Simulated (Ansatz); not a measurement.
**Structure relaxation of Ir**

Method: Ansatz, DFT PBE, scalar-relativistic, plane waves, PAW. Cutoff 420 eV, Γ-centred k mesh, Gaussian smearing, no spin polarisation in the final step.

The start puts Ir on the lonsdaleite structure type (P6_3/mmc, No. 194), at a guessed volume.

```yaml
crystal:
  lattice:
    - [3.44128, 0.00000, 0.00000]
    - [-1.72064, 2.98024, 0.00000]
    - [0.00000, 0.00000, 5.67812]
  atoms:
    - { symbol: Ir, position: [0.33333, 0.66667, 0.43750] }
    - { symbol: Ir, position: [0.66667, 0.33333, 0.93750] }
    - { symbol: Ir, position: [0.66667, 0.33333, 0.56250] }
    - { symbol: Ir, position: [0.33333, 0.66667, 0.06250] }
```

Cell and atoms relax at zero pressure; the relaxation can't lower the symmetry of the start. After a coarse first stage the cell is made exact in the group found at 0.06 Å.

Energies count from the standard state of Ir at the same level.

(1) What does it relax into?

(2) What are its volume, energy, density and gap?

## Answers

(1) It keeps P6_3/mmc (No. 194). The result has the lonsdaleite structure. Conventional cell: a = 3.970 Å, c = 6.358 Å. Around Ir lie 4 Ir at 2.41–2.42 Å.

```
Ir
1.0
     3.96968    0.00000    0.00000
    -1.98484    3.43785    0.00000
     0.00000    0.00000    6.35839
Ir
4
Cartesian
  0.0000 2.2919 2.7971
  1.9848 1.1459 5.9763
  1.9848 1.1459 3.5613
  0.0000 2.2919 0.3821
```

(2) The volume per atom is 21.69 Å³. The density is 14.71 g/cm³ and the energy over the standard structure is 1.07 eV/atom. The gap on the 15×15×8 mesh is 0 eV (a metal).

The final run used a 15×15×8 mesh on its 4-atom cell and 0.10 eV smearing. The k mesh leaves about 4 meV/atom of noise in metals. Spin–orbit coupling is left out. Symmetry constrained the relaxation, so the result can be a saddle point.

This form isn't the element's structure at ambient conditions.